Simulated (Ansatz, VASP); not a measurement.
**Two plane-wave programs on MgS**

```
S Mg
1.0
     4.03462    0.00000    0.00000
    -2.01731    3.49409    0.00000
     0.00000    0.00000    6.43229
S Mg
2 2
Cartesian
  2.0173 1.1647 5.6556
  0.0000 2.3294 2.4394
  0.0000 2.3294 6.4050
  2.0173 1.1647 3.1888
```

The cell comes from a database or a generator and needn't be the stable form of this composition.

Alike in both runs: task relaxation of cell and atoms; functional LDA; k mesh 6 × 6 × 3; occupations fermi-dirac, width 0.05 eV; no spin polarisation.

|  | VASP | Ansatz |
| --- | --- | --- |
| version | VASP 6.6.1 | Ansatz 0.2.0 |
| potentials or method | VASP PAW LDA potentials, release 64 (S, Mg) | Ansatz PAW |
| plane-wave cutoff (eV) | 600 | 420 |
| valence electrons in the cell | 16 | 32 |

Ansatz gave:

| Item | Value |
| --- | --- |
| gap on the k mesh at the Fermi level, each at its own relaxed structure (eV) | 3.35 |
| relaxed volume (Å³/atom) | 21.86 |
| relaxed cell length with the largest relative difference (Å) | 6.360 |
| energy change over the relaxation (meV/atom) | -6 |

Task: Estimate VASP's values.

Result: gap on the k mesh at the Fermi level, each at its own relaxed structure (eV): 3.37; relaxed volume (Å³/atom): 21.76; relaxed cell length with the largest relative difference (Å): 6.340; energy change over the relaxation (meV/atom): -7.

The two sets of potentials don't hold the same shells in valence.

Caveats: odd divisions of the mesh miss points on the zone boundary, where band edges often lie, so the gap on the mesh can be too wide (Ansatz); the plane-wave basis is chosen anew once the cell has moved, so the energies of steps on either side of that aren't comparable (Ansatz); the PAW data sets come from PBE, with cores solved anew for the run's functional, which leaves a small shift of forces and pressure (Ansatz). LDA gaps usually lie below the measured ones, often by a third to a half.
